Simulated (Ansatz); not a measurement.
# Cu2O: the cost of one run

Program: Ansatz 0.2.0. Level of theory: DFT, PBE, plane-wave PAW, default files, scalar-relativistic, frozen cores. These are calculated values, not measurements.

### Step 1. The system as given

Symmetry: Pn-3m, No. 224, cubic system. The conventional cell has a = 4.269 Å, b = 4.269 Å, c = 4.269 Å, α = 90.00°, β = 90.00°, γ = 90.00°. Cu (site symmetry -3m) has 2 O at 1.85 Å as nearest neighbours. O (site symmetry -43m) has 4 Cu at 1.85 Å as nearest neighbours.

Coordinates:

```
CELL_PARAMETERS angstrom
4.26850 0.00000 0.00000
0.00000 4.26850 0.00000
0.00000 0.00000 4.26850
ATOMIC_POSITIONS crystal
Cu 0.25000 0.25000 0.25000
Cu 0.25000 0.75000 0.75000
Cu 0.75000 0.75000 0.25000
Cu 0.75000 0.25000 0.75000
O 0.00000 0.00000 0.00000
O 0.50000 0.50000 0.50000
```

The earlier run gave: gap on the mesh 0.52 eV, largest force 0.000 eV/Å, pressure 2.5 GPa.

The printed gradients, by site:

| site | atoms | first shell | V_zz (10²¹ V/m²) | η | C_Q (MHz) |
| --- | --- | --- | --- | --- | --- |
| Cu | 1, 2, 3, 4 | 2 O at 1.85 Å, angle 180° | -5.19 | 0.00 | 27.6 (⁶³Cu) |
| O | 5, 6 | 4 Cu at 1.85 Å | 0.00 | – | 0 (¹⁷O) |

Conventions: |V_zz| ≥ |V_yy| ≥ |V_xx|, η = (V_xx − V_yy)/V_zz, C_Q = eQV_zz/h. Quadrupole moments are those of Pyykkö's year-2017 table.

### Step 2. Z stretched by -2 %, ions relaxed

input.yaml reads:

```yaml
crystal:
  lattice:
    - [4.2685, 0.0, 0.0]
    - [0.0, 4.2685, 0.0]
    - [0.0, 0.0, 4.18313]
  atoms:
    - { symbol: Cu, position: [0.25, 0.25, 0.25] }
    - { symbol: Cu, position: [0.25, 0.75, 0.75] }
    - { symbol: Cu, position: [0.75, 0.75, 0.25] }
    - { symbol: Cu, position: [0.75, 0.25, 0.75] }
    - { symbol: O, position: [0.0, 0.0, 0.0] }
    - { symbol: O, position: [0.5, 0.5, 0.5] }
kpoints:
  mp_grid: { grid: [7, 7, 7] }
scf:
  occupations: { method: fermi_dirac, width: 0.02 }
hamiltonian:
  xc: pbe
  pseudopotentials: { kind: paw, frozen_core: stored }
output:
  forces: true
  stress: true
  populations: true
  efg: { quadrupole_moments_barn: { Cu: -0.22, O: -0.02558 } }
relax:
  f_tol: 0.02
  max_steps: 60
```

Launch:

```console
> ansatz run input.yaml --threads 1 --pin off --max-ram 3072MiB --backend cpu --events-out ev --progress --plain --runs-dir out
```

What time and memory should one allow on 1 thread of Intel Xeon at 2.50GHz (Skylake/Cascade Lake), shared host?

About 23 s, with a peak of 0.45 GiB.
